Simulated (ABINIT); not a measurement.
**Zr: band structure with PBE**

Zr:

```xyz
2
Lattice="3.2320 0.0000 0.0000 -1.6160 2.7990 0.0000 0.0000 0.0000 5.1470" Properties=species:S:1:pos:R:3 pbc="T T T"
Zr    1.6160    0.9330    3.8603
Zr    0.0000    1.8660    1.2868
```

| Property | Result |
| --- | --- |
| Program | ABINIT 10.8.3 (patched build) |
| Task | band structure |
| Functional | PBE |
| Potentials or basis | SG15 NC PBE v1.2 |
| Cutoff | 898 eV |
| k mesh | 9 × 9 × 5 |
| Occupations | fermi-dirac, width 0.05 eV |
| Spin | no spin polarisation |

```
Pressure                                              : 0.5 GPa
Band gap on the k mesh                                : none (metal or under the smearing width)
Valence electrons inside the program's atomic spheres : Zr 8.39 (radii [1.0584] Å)
```

Stress tensor (GPa, compression positive):
```
0.20 0.00 0.00
0.00 0.20 0.00
0.00 0.00 1.07
```

Levels at the corners of the path, in eV from the Fermi level:
| point | band 8 | band 9 | band 10 | band 11 | band 12 | band 13 | band 14 | band 15 | band 16 | band 17 |
| --- | --- | --- | --- | --- | --- | --- | --- | --- | --- | --- |
| Γ | -26.38 | -5.67 | -3.04 | 0.85 | 0.85 | 1.00 | 1.15 | 1.54 | 1.54 | 2.12 |
| M | -26.48 | -2.58 | -2.52 | -2.16 | -0.23 | 0.52 | 0.77 | 1.45 | 4.88 | 5.28 |
| K | -26.76 | -2.11 | -1.37 | -1.37 | -1.15 | 0.25 | 0.25 | 1.79 | 4.30 | 4.30 |
| Γ | -26.38 | -5.67 | -3.04 | 0.85 | 0.85 | 1.00 | 1.15 | 1.54 | 1.54 | 2.12 |
| A | -26.45 | -3.96 | -3.96 | 0.03 | 0.03 | 0.75 | 0.75 | 0.75 | 0.75 | 3.93 |
| L | -26.61 | -2.88 | -2.88 | -1.07 | -1.07 | 1.61 | 1.61 | 2.19 | 2.19 | 5.11 |
| H | -26.54 | -1.45 | -1.45 | -1.29 | -1.29 | -0.05 | -0.05 | 2.03 | 2.03 | 4.38 |
| A | -26.45 | -3.96 | -3.96 | 0.03 | 0.03 | 0.75 | 0.75 | 0.75 | 0.75 | 3.93 |

Run time: 65 s on 1 thread of Arm Neoverse V2, with other jobs on the host, peak memory 0.12 GiB.
